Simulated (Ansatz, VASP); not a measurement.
## SnO2: VASP beside Ansatz

File INCAR:

```
ALGO = Normal
EDIFF = 1E-7
ENCUT = 520
GGA = PE
ISIF = 2
ISMEAR = 0
LASPH = True
LCHARG = True
LELF = True
LREAL = False
LVHAR = True
LWAVE = False
NBANDS = 20
NELM = 100
PREC = Accurate
SIGMA = 0.1
```

The input KPOINTS:

```
k-points
0
Gamma
  14 14 14
```

POSCAR

```
SnO2
1.0
    0.0000000000      2.5227957075      2.5227957075
    2.5227957075      0.0000000000      2.5227957075
    2.5227957075      2.5227957075      0.0000000000
Sn O
1 2
Direct
    0.0000000000      0.0000000000      0.0000000000
    0.2500000000      0.2500000000      0.2500000000
    0.7500000000      0.7500000000      0.7500000000
```

Input for Ansatz:

```yaml
crystal:
  lattice:
    - [0.0, 2.5227957075, 2.5227957075]
    - [2.5227957075, 0.0, 2.5227957075]
    - [2.5227957075, 2.5227957075, 0.0]
  atoms:
    - { symbol: Sn, position: [0.0, 0.0, 0.0] }
    - { symbol: O, position: [0.25, 0.25, 0.25] }
    - { symbol: O, position: [0.75, 0.75, 0.75] }
basis:
  ecutwfc: 420
kpoints:
  mp_grid: { grid: [14, 14, 14] }
hamiltonian:
  xc: pbe
scf:
  occupations: { method: gaussian, width: 0.1 }
output:
  forces: true
  stress: true
  eigenvalues: true
```

Alike in both runs: task single point; functional PBE; k mesh 14 × 14 × 14; occupations gaussian, width 0.1 eV; no spin polarisation.

|  | VASP | Ansatz |
| --- | --- | --- |
| version | VASP 6.6.1 | Ansatz 0.2.0 |
| potentials or method | VASP PAW PBE potentials, release 64 (Sn_d, O) | scalar-relativistic, plane waves, PAW |
| plane-wave cutoff (eV) | 520 | 420 |
| valence electrons in the cell | 26 | 26 |

Ansatz gave:

| Property | Result |
| --- | --- |
| gap on the k mesh at the Fermi level (eV) | 0.42 |
| least direct gap on the mesh (eV) | 1.84 |
| pressure (GPa) | 12.3 |

**Question.** Estimate VASP's values.

**Answer.** gap on the k mesh at the Fermi level (eV): 0.41; least direct gap on the mesh (eV): 1.83; pressure (GPa): 13.1.

The functional is the same, so the differences come from potentials, cutoffs and numerics.

Caveats: spin-orbit coupling is left out, which moves the levels of the heavy elements. A k mesh can miss the band edges.
